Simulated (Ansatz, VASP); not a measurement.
**GaSi31H (Ga-H pair in Si) in two plane-wave programs**

Wanted: the spread between two codes on one cell, functional and k mesh. The cell is taken from a series of runs on this material, whose earlier steps may have relaxed, scaled, displaced or heated it; both programs get it as it stands.

Method: plane waves, with VASP 6.6.1 beside it; single point at HSE06, in Ansatz 0.2.0.

In doubt: a hybrid run on one k-point (step 3), which bears on gaps, levels and energies.

### 1. The structure

The cell holds 33 atoms: 31 Si, 1 Ga and 1 H. Its edges and angles: a = 9.474 Å, b = 9.474 Å, c = 9.474 Å, α = 109.5°, β = 109.5°, γ = 109.5°. It derives from Si (Si (Fd-3m)). Nearest the centre at fractional (0.441, 0.500, 0.500): H33 at 0.48 Å, Ga32 at 1.09 Å, Si22 at 2.15 Å, Si25 at 2.73 Å, Si31 at 2.73 Å, Si26 at 2.73 Å, Si8 at 3.50 Å, Si7 at 3.50 Å.

### 2. VASP: single point, HSE06

A single point gives forces, pressure and levels at one fixed geometry, so differences don't come from the geometry; what else differs is listed under the comparison.

Lines of VASP's logs that name or quote its potential files are left out, and so is its time.

The run reads the wave functions of an earlier VASP run, which isn't shown here.

INCAR reads:

```
SYSTEM = GaSi31H
PREC = Accurate
ENCUT = 400
EDIFF = 1E-06
NELM = 100
ISMEAR = -1
SIGMA = 0.01
LREAL = Auto
ALGO = Normal
LHFCALC = .TRUE.
AEXX = 0.25
GGA = PE
HFSCREEN = 0.208
LASPH = .TRUE.
NBANDS = 92
PRECFOCK = Fast
LORBIT = 11
LWAVE = .FALSE.
LCHARG = .FALSE.
ISIF = 2
```

POSCAR reads:

```
GaSi31H
1.0
   -5.4697832414      5.4697832414      5.4697832414
    5.4697832414     -5.4697832414      5.4697832414
    5.4697832414      5.4697832414     -5.4697832414
Si Ga H
31 1 1
Direct
    0.0004984734      0.9996712417      0.4996924139
    0.9902915011      0.2444827171      0.2442466054
    0.0004769738      0.5000257507      0.9993753611
    0.0068181062      0.7555825694      0.7553376776
    0.2491808708      0.9979255094      0.2493418650
    0.2490815486      0.2491413281      0.9978394002
    0.2458368315      0.4998384008      0.7554185928
    0.2457748360      0.7551950761      0.4998141228
    0.5007737847      0.0003194697      0.9999868647
    0.4997796080      0.2485919640      0.7503433816
    0.4997644537      0.7506683488      0.2483524748
    0.7511932534      0.0018429520      0.7513654804
    0.7511754392      0.2441204848      0.4998726710
    0.7511943816      0.4998271950      0.2443687275
    0.7511129736      0.7511244279      0.0019179288
    0.0000915947      0.0001276061      0.2512167417
    0.0001447174      0.2515941603      0.9999356272
    0.9964454957      0.4999384746      0.7504357454
    0.9965275019      0.7507994007      0.4997566920
    0.2552470623      0.0030883331      0.0031950118
    0.2485965629      0.2484299890      0.7483485732
    0.2141363915      0.4997271071      0.4999175349
    0.2485719947      0.7483304108      0.2484851926
    0.4999084337      0.9997536208      0.7510017686
    0.5017895079      0.2378069297      0.4997674336
    0.5016100864      0.4999913920      0.2372728069
    0.4999814793      0.7514223712      0.9995964199
    0.7519980017      0.9964884613      0.4999589574
    0.7456599896      0.2489953225      0.2491037718
    0.7519677300      0.4997691734      0.9966852032
    0.7640467184      0.7621307904      0.7622739218
    0.5564665053      0.5001112502      0.4996301568
    0.3903795416      0.4995398505      0.4996434268
```

KPOINTS reads:

```
Automatic mesh
0
Gamma
1 1 1
0 0 0
```

Potentials, in the order of the species: Si, Ga_d and H (PBE family, release 64).

Command:

```bash
> export OMP_NUM_THREADS=4
> mpirun -np 1 vasp_gam
```

Numbers of over 12 decimals in the logs are rounded to 6 here.

What it wrote:

```text
[banner, memory and clock lines left out]
running    1 mpi-ranks, on    1 nodes
[...]
Offloading initialized ...    1 GPUs detected
[...]
LDA part: xc-table for (Slater+PW92), standard interpolation
 found WAVECAR, reading the header
 POSCAR, INCAR and KPOINTS ok, starting setup
[...]
reading WAVECAR
 the WAVECAR file was read successfully
 initial charge from wavefunction
 entering main loop
       N       E                     dE             d eps       ncg     rms          rms(c)
DAV:   1    -0.197030464821E+03   -0.19703E+03   -0.64359E+00   224   0.970E+00    0.140E+01
DAV:   2    -0.197067933047E+03   -0.37468E-01   -0.24917E-01   256   0.223E+00    0.877E+00
DAV:   3    -0.197061874233E+03    0.60588E-02   -0.26912E-02   288   0.561E-01    0.522E+00
DAV:   4    -0.197059080490E+03    0.27937E-02   -0.23911E-03   216   0.156E-01    0.303E+00
[...]
DAV:   9    -0.197057468230E+03    0.10593E-04   -0.49072E-06   200   0.599E-03    0.181E-01
DAV:  10    -0.197057465879E+03    0.23517E-05   -0.15710E-06   104   0.351E-03    0.104E-01
DAV:  11    -0.197057465885E+03   -0.67012E-08   -0.78905E-07   104   0.274E-03
   1 F= -.19705747E+03 E0= -.19705747E+03  d E =-.405257E-12
```

Parts of OUTCAR (step 2):

```text
  Total        2.1877493      2.2105065      2.1958959     -1.0525397      1.0066689     -1.0692084
  in kB        5.3547326      5.4104332      5.3746722     -2.5761949      2.4639216     -2.6169932
  external PRESSURE =       5.3799460 kB  Pullay stress =       0.0000000 kB

 POSITION                                       TOTAL-FORCE (eV/Angst)
 -----------------------------------------------------------------------------------
      8.19847     -2.73205      2.73750        -0.019621      0.020991      0.027314
     -2.74344      5.41539      5.41797        -0.032539      0.053946      0.054360
      8.19879      2.73394     -2.72873        -0.019982      0.028570      0.018773
      8.22711      0.03595      0.03863         0.086584      0.026689      0.025298
      5.45932     -2.73162      5.45756         0.007317     -0.010073      0.016116
      5.45829      5.45764     -2.73279         0.008408      0.013793     -0.009497
      5.52131      2.74264     -0.05329        -0.053762      0.034204      0.054808
      5.52029     -0.05254      2.74121        -0.055298      0.053912      0.032689
      2.73233      8.20709     -2.72884        -0.029166      0.020447      0.018940
      2.73027      5.47816     -0.01079         0.010319     -0.009279      0.014684
      2.73082     -0.01396      5.48116         0.011094      0.015532     -0.010276
      0.01102      8.20859      0.00914        -0.014990     -0.011184     -0.008395
     -0.03929      5.50768      2.70986        -0.026358      0.025157     -0.084122
     -0.03828      2.71157      5.50617        -0.026959     -0.086654      0.028467
[...]
-----------------------------------------------------------------------------------
    total drift:                               -0.004917      0.005405      0.002731

  FREE ENERGIE OF THE ION-ELECTRON SYSTEM (eV)
  ---------------------------------------------------
  free  energy   TOTEN  =      -197.0574658852 eV

  energy  without entropy=     -197.0574658852  energy(sigma->0) =     -197.05746589

[... 3 further parts left out ...]
[key lines of the parts left out:]
E-fermi :   5.5760
```

The run ends at a pressure of 0.54 GPa, with forces up to 3.0 eV/Å.

(Continued in part 2 of 2.)

[Lines on the potential files, build, host, timing and source positions are cut from VASP's logs without a mark.]

[Logs are printed without paths, hosts, clocks, repeated set-up lines and the standing remarks that a program may print on its own settings, such as how far it seeks lower states.]

[Hosts, paths, dates, database ids (printed as entryN), source tags and the programs' standing remarks are cut or masked in the printed files.]
